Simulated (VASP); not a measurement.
An input for Quantum ESPRESSO's pw.x (written as the equivalent of a VASP run, and not itself run):

```
&CONTROL
  calculation = 'scf'
  pseudo_dir = './pseudo'
  outdir = './out'
  tprnfor = .true.
  tstress = .true.
/
&SYSTEM
  ibrav = 0
  nat = 2
  ntyp = 2
  ecutwfc = 74
  occupations = 'tetrahedra'
  input_dft = 'pbe'
/
&ELECTRONS
  conv_thr = 7.3e-09
  electron_maxstep = 100
/
ATOMIC_SPECIES
  Li 6.940 Li.upf
  I 126.904 I.upf
CELL_PARAMETERS angstrom
     0.0000000    3.0100000    3.0100000
     3.0100000    0.0000000    3.0100000
     3.0100000    3.0100000    0.0000000
ATOMIC_POSITIONS crystal
  Li   0.0000000  0.0000000  0.0000000
  I    0.5000000  0.5000000  0.5000000
K_POINTS automatic
  9 9 9 0 0 0
```

Question: Translate this input to VASP (INCAR, KPOINTS, POSCAR, choice of POTCAR).

Answer: One answer among several that fit: 
### INCAR
```
SYSTEM=LiI
PREC=Accurate; ENCUT=520; LREAL=.FALSE.
LASPH=.TRUE.
EDIFF=1E-7; NELM=100; ALGO=Normal
LMAXMIX=4
ISMEAR=-5
GGA=PE
ISIF=2
LWAVE=.FALSE.; LCHARG=.TRUE.; LORBIT=11
NEDOS=601
```

File KPOINTS:
```
Automatic mesh
0
Gamma
9 9 9
0 0 0
```

### POSCAR
```
LiI
6.020
  0.0000000000   0.5000000000   0.5000000000
  0.5000000000   0.0000000000   0.5000000000
  0.5000000000   0.5000000000   0.0000000000
Li I
1 1
Cart
  0.0000000000   0.0000000000   0.0000000000
  0.5000000000   0.5000000000   0.5000000000
```

POTCAR, in this order: Li_sv I (PBE.64 set). Program: vasp_std.

Limits of the translation: the potentials are each code's own (VASP's PAW set, PseudoDojo norm-conserving files in pw.x), so ENCUT and ecutwfc are chosen apart and not converted; conv_thr bounds pw.x's estimated SCF error, while EDIFF bounds the energy change between steps.

The compound is LiI in the rock salt structure. The cell was not relaxed at this level.
